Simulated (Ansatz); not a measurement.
**Co under changes of volume**

One of the cells (10.640 Å³/atom); the others are scaled copies at fixed shape and fractional positions:

```
Co
1.0
     2.47200    0.00000    0.00000
    -1.23600    2.14081    0.00000
     0.00000    0.00000    4.02114
Co
2
Direct
  0.66667 0.33333 0.75000
  0.33333 0.66667 0.25000
```

| Quantity | Value |
| --- | --- |
| Program | Ansatz 0.2.0 |
| Functional | exchange-only PBE |
| Potentials or basis | Ansatz PAW |
| Cutoff | 420 eV (not typed: the program's choice for these potentials) |
| k mesh | 12 × 12 × 7 |
| Occupations | fermi-dirac, width 0.05 eV |
| Spin | collinear spin, ferromagnetic start |
| Starting moments | [2.0, 2.0] μB |

```csv
volume (Å³/atom),energy over the lowest point (meV/atom),pressure (GPa),moment (μB per cell)
10.002,273.91,53.2,3.20
10.215,208.06,46.1,3.24
10.427,151.30,39.6,3.28
10.640,102.72,33.6,3.31
10.853,?,?,?
11.066,27.67,23.2,3.35
11.279,0.00,18.8,3.37
```

Problem. What does the run at 10.853 Å³/atom give?

Solution. Energy over the lowest point 61.70 meV/atom; pressure 28.2 GPa; moment 3.34 μB per cell.

Worked out: A Birch-Murnaghan fit of order 3 (a polynomial in V^(-2/3)) to the other rows has no minimum within the range. It gives 61.69 meV/atom at 10.853 Å³/atom, against the run's 61.70, and -dE/dV = 28.2 GPa, against 28.2. A parabola through the other rows of the moment, of slope 0.106 μB per Å³/atom there, gives 3.33 μB, against the run's 3.34.

Energies are extrapolated to zero smearing.

Caveats: the PAW data sets come from PBE, with cores solved anew for the run's functional, which leaves a small shift of forces and pressure.
